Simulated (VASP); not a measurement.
# TePb (I4/mmm) in VASP: notebook

Aim: see how the results for TePb move with the level of theory and the settings. Levels: PBE, r2SCAN. Tasks: single point.

Everything below comes from runs of VASP 6.6.1. Logs are shortened: lines on timing, memory, paths and dates and some standing lists are left out, and cuts for length are marked.

## (1) The cell of the first run

It takes space group I4/mmm (No. 139, tetragonal). Conventional cell: a = 4.346 Å, b = 4.346 Å, c = 6.581 Å, α = 90.00°, β = 90.00°, γ = 90.00°. Pb (site symmetry 4/mmm) has 6 Te at 3.07 to 3.29 Å as nearest neighbours. Te (site symmetry 4/mmm) has 6 Pb at 3.07 to 3.29 Å as nearest neighbours.

The cell was built by a generator and needn't be a form met in nature.

## (2) Single point, PBE (epitaxial_xy strain -6.0%)

INCAR reads:

```
PREC     = Accurate       # precision mode
ENCUT    = 520            # plane-wave cutoff, eV
EDIFF    = 1E-7           # SCF threshold, eV
ISMEAR   = -1             # smearing method
SIGMA    = 0.02           # smearing width, eV
LREAL    = False          # projectors in reciprocal space
LASPH    = True           # aspherical terms in the spheres
NELM     = 100            # most SCF steps
ALGO     = Normal         # electronic algorithm
ISIF     = 2              # what is computed and relaxed
LWAVE    = False          # write WAVECAR
LCHARG   = False          # write CHGCAR
GGA      = PE             # functional
NBANDS   = 17             # bands
```

KPOINTS reads:

```
regular mesh
0
Gamma
  8 8 8
```

POSCAR reads:

```
TePb
1.0
    0.0000000000      3.0730737746      3.2903020529
    3.0730737746      0.0000000000      3.2903020529
    3.0730737746      3.0730737746      0.0000000000
Pb Te
1 1
Direct
    0.0000000000      0.0000000000      0.0000000000
    0.5000000000      0.5000000000      0.5000000000
```

Potentials or basis: VASP PAW PBE potentials, release 64 (Pb_d, Te).

Command:

```bash
> cat potpaw_PBE.64/Pb_d/POTCAR potpaw_PBE.64/Te/POTCAR > POTCAR
> mpirun -np 1 vasp_std > vasp.out
```

OUTCAR:

```text
PREC = Accurate
   ENCUT = 520
   EDIFF = 1E-7
   ISMEAR = -1
   LREAL = False
   LASPH = True
   NELM = 100
   ISIF = 2
   GGA = PE

 ion  position               nearest neighbor table
   1  0.000  0.000  0.000-   2 3.07   2 3.07   2 3.07   2 3.07   2 3.29   2 3.29
   2  0.500  0.500  0.500-   1 3.07   1 3.07   1 3.07   1 3.07   1 3.29   1 3.29

  LATTYP: Found a body centered tetragonal cell.
 ALAT       =     4.3459826102
 C/A-ratio  =     1.5141809565

  Lattice vectors:

 A1 = (  -3.0730737746,   0.0000000000,   3.2903020529)
 A2 = (   3.0730737746,   0.0000000000,   3.2903020529)
 A3 = (   0.0000000000,   3.0730737746,  -3.2903020529)

Analysis of symmetry for initial positions (statically):
=====================================================================
 Subroutine PRICEL returns:
 Original cell was already a primitive cell.

 Routine SETGRP: Setting up the symmetry group for a
 body centered tetragonal supercell.

 Subroutine GETGRP returns: Found 16 space group operations
 (whereof 16 operations were pure point group operations)
 out of a pool of 16 trial point group operations.

The static configuration has the point symmetry D_4h.

Analysis of symmetry for dynamics (positions and initial velocities):
=====================================================================
 Subroutine PRICEL returns:
 Original cell was already a primitive cell.

 Routine SETGRP: Setting up the symmetry group for a
 body centered tetragonal supercell.

 Subroutine GETGRP returns: Found 16 space group operations
 (whereof 16 operations were pure point group operations)
 out of a pool of 16 trial point group operations.

The dynamic configuration has the point symmetry D_4h.

 Subroutine INISYM returns: Found 16 space group operations
 (whereof 16 operations are pure point group operations),
 and found     1 'primitive' translations

----------------------------------------------------------------------------------------

                                     Primitive cell

  volume of cell :      62.1458

  direct lattice vectors                    reciprocal lattice vectors
     0.000000000  3.073073775  3.290302053    -0.162703546  0.162703546  0.151961732
     3.073073775  0.000000000  3.290302053     0.162703546 -0.162703546  0.151961732
     3.073073775  3.073073775  0.000000000     0.162703546  0.162703546 -0.151961732

  length of vectors
     4.502207239  4.502207239  4.345982610     0.275748537  0.275748537  0.275748537

  position of ions in fractional coordinates (direct lattice)
     0.000000000  0.000000000  0.000000000
     0.500000000  0.500000000  0.500000000

  ion indices of the primitive-cell ions
   primitive index   ion index
                 1           1
                 2           2

----------------------------------------------------------------------------------------

 KPOINTS: regular mesh

Automatic generation of k-mesh.
 Grid dimensions read from file:
 generate k-points for:    8    8    8

 Generating k-lattice:

  Cartesian coordinates                     Fractional coordinates (reciprocal lattice)
    -0.020337943  0.020337943  0.018995217     0.125000000  0.000000000  0.000000000
     0.020337943 -0.020337943  0.018995217     0.000000000  0.125000000  0.000000000
     0.020337943  0.020337943 -0.018995217     0.000000000  0.000000000  0.125000000

  Length of vectors
     0.034468567  0.034468567  0.034468567

  Shift w.r.t. Gamma in fractional coordinates (k-lattice)
     0.000000000  0.000000000  0.000000000

 Subroutine IBZKPT returns following result:
 ===========================================

 Found     59 irreducible k-points:

 Following reciprocal coordinates:
            Coordinates               Weight
  0.000000  0.000000  0.000000      1.000000
  0.125000 -0.000000  0.000000      8.000000
  0.250000 -0.000000  0.000000      8.000000
  0.375000  0.000000  0.000000      8.000000
  0.500000 -0.000000  0.000000      4.000000
  0.125000  0.125000  0.000000      2.000000
[... 16 lines left out ...]
  0.250000 -0.000000  0.125000     16.000000
  0.375000 -0.000000  0.125000     16.000000
 [... further k-points ...]
   k-points           NKPTS =     59   k-points in BZ     NKDIM =     59   number of bands    NBANDS=     17
   number of dos      NEDOS =    301   number of ions     NIONS =      2
   total plane-waves  NPLWV =  41472
   dimension x,y,z NGX =    36 NGY =   36 NGZ =   32
   dimension x,y,z NGXF=    72 NGYF=   72 NGZF=   64
   ions per type =               1   1
   NGX,Y,Z   is equivalent  to a cutoff of  13.29, 13.29, 12.24 a.u.
   NGXF,Y,Z  is equivalent  to a cutoff of  26.59, 26.59, 24.48 a.u.
 SYSTEM =  unknown system
   PREC   = accura    normal or accurate (medium, high low for compatibility)
   ISTART =      0    job   : 0-new  1-cont  2-samecut
   ICHARG =      2    charge: 1-file 2-atom 10-const
   ISPIN  =      1    spin polarized calculation?
   LNONCOLLINEAR =      F non collinear calculations
   LSORBIT =      F    spin-orbit coupling
   LASPH  =      T    aspherical Exc in radial PAW
   ENCUT  =  520.0 eV  38.22 Ry    6.18 a.u.   8.37  8.37  8.08*2*pi/ulx,y,z
   NELM   =    100;   NELMIN=  2; NELMDL= -5     # of ELM steps
   EDIFF  = 0.1E-06   stopping-criterion for ELM
   LREAL  =      F    real-space projection
   EDIFFG = 0.1E-05   stopping-criterion for IOM
   NSW    =      0    number of steps for IOM
   IBRION =     -1    ionic relax: 0-MD 1-quasi-New 2-CG
   NFREE  =      0    steps in history (QN), initial steepest desc. (CG)
   ISIF   =      2    stress and relaxation
   ISYM   =      2    0-nonsym 1-usesym 2-fastsym
   POTIM  = 0.5000    time-step for ionic-motion
   TEBEG  =    0.0;   TEEND  =   0.0 temperature during run
   PSTRESS=    0.0 pullay stress
   NELECT =      20.0000    total number of electrons
   NUPDOWN=      -1.0000    fix difference up-down
   EMIN   =  10.00;   EMAX   =-10.00  energy-range for DOS
   EFERMI =   0.00;   METHOD = LEGACY
   ISMEAR =    -1;   SIGMA  =   0.02  broadening in eV -4-tet -1-fermi 0-gaus
   EFERMI_NEDOS =   21; number of points for ismear=-14 and -15
   IALGO  =     38    algorithm
   IMIX   =      4    mixing-type and parameters
     AMIX     =   0.40;   BMIX     =  1.00
     AMIX_MAG =   1.60;   BMIX_MAG =  1.00
  volume/ion in A,a.u.               =      31.07       209.69
  Fermi-wavevector in a.u.,A,eV,Ry     =   1.121883  2.120052 17.124586  1.258622
  Thomas-Fermi vector in A             =   2.258539
   LORBIT       =      0    0 simple, 1 ext, 2 COOP (PROOUT), +10 PAW based schemes
   GGA     = PE    functional components
   LHFCALC =     F    Hartree Fock is set to
   AEXX    =    0.0000 exact exchange contribution
   IVDW    =     0    specifies the selected vdW correction
   LEPSILON=     F    determine dielectric tensor
   LRPA    =     F    only Hartree local field effects (RPA)
 non-spin polarized calculation
  energy-cutoff  :      520.00
  volume of cell :       62.15
 maximum number of plane-waves:      1688
 NGX is ok and might be reduce to    36
   NGX = 17   NGY = 17   NGZ = 17

 number of electron      20.0000001 magnetization

 Free energy of the ion-electron system (eV)
  ---------------------------------------------------
  ext. energy  EPLUGINS =         0.00000000
  ---------------------------------------------------
  free energy    TOTEN  =        -7.26076364 eV

  energy without entropy =       -7.26075764  energy(sigma->0) =       -7.26076064

 E-fermi :   7.0244     XC(G=0):  -9.6679

 val. band max:        6.8905820255   @ k =   0.5000  -0.0000   0.0000
 cond. band min:       7.1581278903   @ k =   0.5000  -0.0000   0.0000
 fundamental gap:      0.2675458648
 Fermi energy:         7.0243963038

 k-point     1 :       0.0000    0.0000    0.0000
  band No.  band energies     occupation
      1     -10.1694      2.00000
      2     -10.1407      2.00000
      3     -10.1379      2.00000
      4     -10.1379      2.00000
      5     -10.1264      2.00000
      6      -6.0291      2.00000
[... 9 lines left out ...]
     16      12.4951      0.00000
     17      13.5026      0.00000

 k-point     2 :       0.1250   -0.0000    0.0000
  band No.  band energies     occupation
      1     -10.1702      2.00000
      2     -10.1452      2.00000
      3     -10.1375      2.00000
      4     -10.1352      2.00000
      5     -10.1232      2.00000
      6      -5.8794      2.00000
[... 9 lines left out ...]
     16      12.7774      0.00000
     17      14.3639      0.00000

 k-point     3 :       0.2500   -0.0000    0.0000
  band No.  band energies     occupation
      1     -10.1735      2.00000
      2     -10.1565      2.00000
      3     -10.1369      2.00000
      4     -10.1280      2.00000
      5     -10.1139      2.00000
      6      -5.4446      2.00000
[... 9 lines left out ...]
     16      13.5379      0.00000
     17      16.1782      0.00000

 k-point     4 :       0.3750    0.0000    0.0000
  band No.  band energies     occupation
      1     -10.1781      2.00000
      2     -10.1676      2.00000
      3     -10.1365      2.00000
      4     -10.1209      2.00000
      5     -10.1032      2.00000
      6      -4.8034      2.00000
[... 9 lines left out ...]
     16      14.8997      0.00000
     17      17.5360      0.00000

 k-point     5 :       0.5000   -0.0000    0.0000
  band No.  band energies     occupation
      1     -10.1802      2.00000
      2     -10.1723      2.00000
      3     -10.1365      2.00000
      4     -10.1179      2.00000
      5     -10.0986      2.00000
      6      -4.3632      2.00000
[... 9 lines left out ...]
     16      15.9188      0.00000
     17      16.4676      0.00000

 k-point     6 :       0.1250    0.1250    0.0000
  band No.  band energies     occupation
      1     -10.1791      2.00000
      2     -10.1391      2.00000
      3     -10.1336      2.00000
      4     -10.1336      2.00000
      5     -10.1281      2.00000
      6      -5.8565      2.00000
[... 9 lines left out ...]
     16      13.2606      0.00000
     17      14.9037      0.00000

 k-point     7 :       0.2500    0.1250    0.0000
  band No.  band energies     occupation
      1     -10.1874      2.00000
      2     -10.1437      2.00000
      3     -10.1311      2.00000
      4     -10.1265      2.00000
      5     -10.1250      2.00000
      6      -5.5455      2.00000
[... 9 lines left out ...]
     16      14.0321      0.00000
     17      16.5407      0.00000

 k-point     8 :       0.3750    0.1250    0.0000
  band No.  band energies     occupation
      1     -10.1913      2.00000
      2     -10.1549      2.00000
      3     -10.1310      2.00000
      4     -10.1192      2.00000
      5     -10.1156      2.00000
      6      -4.9940      2.00000
[... 9 lines left out ...]
     16      15.1464      0.00000
     17      17.6954      0.00000
[... 203 lines left out ...]
      1     -10.2389      2.00000
      2     -10.1354      2.00000
      3     -10.1334      2.00000
      4     -10.1112      2.00000
      5     -10.1091      2.00000
      6      -4.4188      2.00000
[... 9 lines left out ...]
     16      17.2500      0.00000
     17      17.6798      0.00000

 k-point    20 :      -0.3750    0.3750    0.0000
  band No.  band energies     occupation
      1     -10.2232      2.00000
      2     -10.1478      2.00000
      3     -10.1226      2.00000
      4     -10.1180      2.00000
      5     -10.1112      2.00000
      6      -4.1579      2.00000
[... 9 lines left out ...]
     16      15.9615      0.00000
     17      17.0312      0.00000

 k-point    21 :       0.5000    0.5000    0.0000
  band No.  band energies     occupation
      1     -10.2499      2.00000
      2     -10.1380      2.00000
      3     -10.1295      2.00000
      4     -10.1071      2.00000
      5     -10.1071      2.00000
      6      -4.4015      2.00000
[... 9 lines left out ...]
     16      18.4240      0.00000
     17      18.5096      0.00000

 k-point    22 :       0.1250    0.0000    0.1250
  band No.  band energies     occupation
      1     -10.1667      2.00000
      2     -10.1499      2.00000
      3     -10.1403      2.00000
      4     -10.1344      2.00000
      5     -10.1195      2.00000
      6      -5.8149      2.00000
[... 9 lines left out ...]
     16      13.4347      0.00000
     17      13.6972      0.00000

 k-point    23 :       0.2500   -0.0000    0.1250
  band No.  band energies     occupation
      1     -10.1708      2.00000
      2     -10.1587      2.00000
      3     -10.1412      2.00000
      4     -10.1292      2.00000
      5     -10.1105      2.00000
      6      -5.4587      2.00000
[... 9 lines left out ...]
     16      14.1877      0.00000
     17      14.8430      0.00000

 k-point    24 :       0.3750   -0.0000    0.1250
  band No.  band energies     occupation
      1     -10.1808      2.00000
      2     -10.1662      2.00000
      3     -10.1392      2.00000
      4     -10.1234      2.00000
      5     -10.1005      2.00000
      6      -4.8665      2.00000
[... 9 lines left out ...]
     16      15.4501      0.00000
     17      16.5310      0.00000

 [... further k-points ...]
[... 5 lines left out ...]
  --------------------------------------------------------------------------------------
  -------------------------------------------------------------------------------------
  Total        4.3101423      4.3101423      0.1903612      0.0000000     -0.0000000      0.0000000
  in kB      111.1195438    111.1195438      4.9076930      0.0000000     -0.0000000      0.0000000
  external PRESSURE =      75.7155935 kB  Pullay stress =       0.0000000 kB

 VOLUME and BASIS-vectors are now :
 -----------------------------------------------------------------------------
  energy-cutoff  :      520.00
  volume of cell :       62.15
      direct lattice vectors                 reciprocal lattice vectors
     0.000000000  3.073073775  3.290302053    -0.162703546  0.162703546  0.151961732
     3.073073775  0.000000000  3.290302053     0.162703546 -0.162703546  0.151961732
     3.073073775  3.073073775  0.000000000     0.162703546  0.162703546 -0.151961732

 POSITION                                       TOTAL-FORCE (eV/Angst)
 -----------------------------------------------------------------------------------
      0.00000      0.00000      0.00000         0.000000     -0.000000      0.000000
      3.07307      3.07307      3.29030         0.000000      0.000000     -0.000000
 -----------------------------------------------------------------------------------
    total drift:                               -0.000000      0.000000      0.000000

  FREE ENERGIE OF THE ION-ELECTRON SYSTEM (eV)
  ---------------------------------------------------
  free  energy   TOTEN  =        -7.2607636351 eV

  energy  without entropy=       -7.2607576372  energy(sigma->0) =       -7.26076064
```

It took 41 s on 1 thread of AMD EPYC 9R45 (Zen 5), shared host; peak memory 0.2 GiB.

What came out:

```
Free energy            : -7.2608 eV
Pressure               : 7.6 GPa
Band gap on the k mesh : 0.27 eV, direct
```

Caveat: spin-orbit coupling is left out, which as a rule narrows the gap of such compounds by several tenths of an eV. A k mesh can miss the band edges.

## (3) Single point, r2SCAN (epitaxial_xy strain -6.0%)

POSCAR is that of step 2.

INCAR.step1 reads:

```
SYSTEM = TePb
PREC = Accurate ; ENCUT = 520
ISMEAR = 0 ; SIGMA = 0.01
LREAL = .FALSE. ; LASPH = .TRUE.
NELM = 100 ; NBANDS = 17
GGA = PE ; ALGO = Normal
EDIFF = 1E-4 ; LWAVE = .TRUE.
LCHARG = .FALSE.
```

INCAR.step2 reads:

```
SYSTEM = TePb
PREC = Accurate ; ENCUT = 520
EDIFF = 1E-6 ; ISMEAR = 0
SIGMA = 0.01 ; LREAL = .FALSE.
LASPH = .TRUE. ; NELM = 100
ALGO = Normal ; ISIF = 2
LWAVE = .FALSE. ; LCHARG = .TRUE.
METAGGA = R2SCAN ; LMIXTAU = .TRUE.
LELF = .TRUE. ; LVHAR = .TRUE.
NBANDS = 17 ; ISTART = 1
```

KPOINTS reads:

```
regular mesh
0
G
  8 8 8
  0 0 0
```

Potentials or basis: VASP PAW PBE potentials, release 64 (Pb_d, Te).

Command:

```bash
> cat potpaw_PBE.64/Pb_d/POTCAR potpaw_PBE.64/Te/POTCAR > POTCAR
> cp INCAR.step1 INCAR
> mpirun -np 1 vasp_std > vasp.out
> cp INCAR.step2 INCAR
> mpirun -np 1 vasp_std > vasp.out
```

Wall time 2.2 min (1 thread of AMD EPYC 9R45 (Zen 5), shared host); peak memory 0.21 GiB.

The run converged. Its results:

```
Free energy            : -82.4693 eV
Pressure               : 7.1 GPa
Band gap on the k mesh : 0.47 eV, direct
```

Stress tensor (GPa, compression positive):
```
10.76  0.00  0.00
 0.00 10.76  0.00
 0.00  0.00 -0.11
```

Levels at points of the mesh, in eV from the valence-band top:
| k point | band 8 | band 9 | band 10 | band 11 | band 12 | band 13 |
| --- | --- | --- | --- | --- | --- | --- |
| (0.00, 0.00, 0.00) | -2.27 | -2.27 | -1.59 | 3.18 | 4.85 | 4.85 |
| (0.50, 0.00, 0.00) | -1.66 | -1.35 | 0.00 | 0.47 | 1.09 | 1.15 |
| (0.50, 0.50, 0.00) | -5.49 | -3.57 | -3.57 | 3.20 | 6.20 | 6.20 |
| (0.50, 0.00, 0.50) | -5.65 | -4.13 | -3.34 | 2.97 | 4.95 | 6.85 |

Caveat: the PAW data sets were made with another functional, which shifts forces and pressure a little; spin-orbit coupling is left out, which as a rule narrows the gap of such compounds by several tenths of an eV. A k mesh can miss the band edges.
